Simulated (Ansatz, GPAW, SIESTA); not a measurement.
InAs: programs and potentials compared

```
In As
1.0
     0.00000    3.01800    3.01800
     3.01800    0.00000    3.01800
     3.01800    3.01800    0.00000
In As
1 1
Direct
  0.00000 0.00000 0.00000
  0.75000 0.75000 0.75000
```

Alike in all runs: task band structure; functional BLYP; k mesh 8 × 8 × 8; occupations fermi-dirac, width 0.05 eV; no spin polarisation; no spin-orbit coupling. Pressure is positive in compression and, in plane waves, holds the error of the finite cutoff.

| program and potentials | plane-wave cutoff (eV) | notes | pressure (GPa) |
| --- | --- | --- | --- |
| SIESTA, files PseudoDojo sr-pbe-0.4.1-standard, DZP (energy shift 0.003 Ry; two zetas on semicore shells) | - | atomic basis; potentials made for PBE; 14 valence electrons an atom on average | 7.29 |
| GPAW, PAW data sets generated for this functional | 600 | 9 valence electrons an atom on average | 7.20 |
| Ansatz, all-electron LAPW, scalar-relativistic | - | - | 7.47 |

The pressure spans 7.20 (GPAW, PAW data sets generated for this functional) to 7.47 GPa (Ansatz, all-electron LAPW, scalar-relativistic), with all-electron results at 7.47. Rows in atomic bases carry the error of their basis and grid, which can be large.

The functional is the same throughout but for its coding, so the spread measures potentials, basis and numerics; runs on potential files found faulty are left out.
